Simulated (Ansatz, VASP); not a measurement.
# MgO: highest zone-centre phonon by level of theory

```
Mg O
1.0
     0.00000    2.09700    2.09700
     2.09700    0.00000    2.09700
     2.09700    2.09700    0.00000
Mg O
1 1
Cartesian
  0.0000 0.0000 0.0000
  2.0970 2.0970 2.0970
```

The cell is a database's computed one, not the measured one.

| rung | level | program and potentials | cutoff (eV) | k mesh | smearing | task | highest zone-centre phonon (cm⁻¹) | notes |
| --- | --- | --- | --- | --- | --- | --- | --- | --- |
| LDA | LDA | Ansatz, all-electron LAPW, scalar-relativistic | - | 8 × 8 × 8 | fermi-dirac 0.05 | phonons | 386 | - |
| LDA + dispersion | LDA+D3(BJ) | Ansatz, JTH PAW | 1380 | 10 × 10 × 10 | fixed | phonons | 388 | potentials made for PBE; 8 valence electrons an atom on average |
| GGA | PBE | Ansatz, all-electron LAPW, scalar-relativistic | - | 8 × 8 × 8 | fermi-dirac 0.05 | phonons | (a) | - |
| GGA | PBEsol | Ansatz, all-electron LAPW, scalar-relativistic | - | 8 × 8 × 8 | fermi-dirac 0.05 | phonons | 400 | - |
| meta-GGA + dispersion | r2SCAN+D3(BJ) | VASP, PBE PAW files Mg, O, 600 eV | 600 | 8 × 8 × 8 | gaussian 0.05 | elastic constants | 423 | potentials made for PBE; 4 valence electrons an atom on average; cell relaxed first (9.08 Å³/atom) |

All rows: no spin polarisation. Smearing widths are in eV. Meshes differ between rows, which moves values too. All levels ran on this one cell, unrelaxed unless noted. Frequencies are at q = 0 without the long-range field, so in polar crystals they are those of transverse modes; the cell's volume weighs on them. Meshes are those of the run's cell of 2 atoms unless a note names another. Runs on faulty files, with rough fits or with known faults for this quantity aren't shown. No row holds spin-orbit coupling.

Estimate the value left out from the other rows.

(a) 405 cm⁻¹.
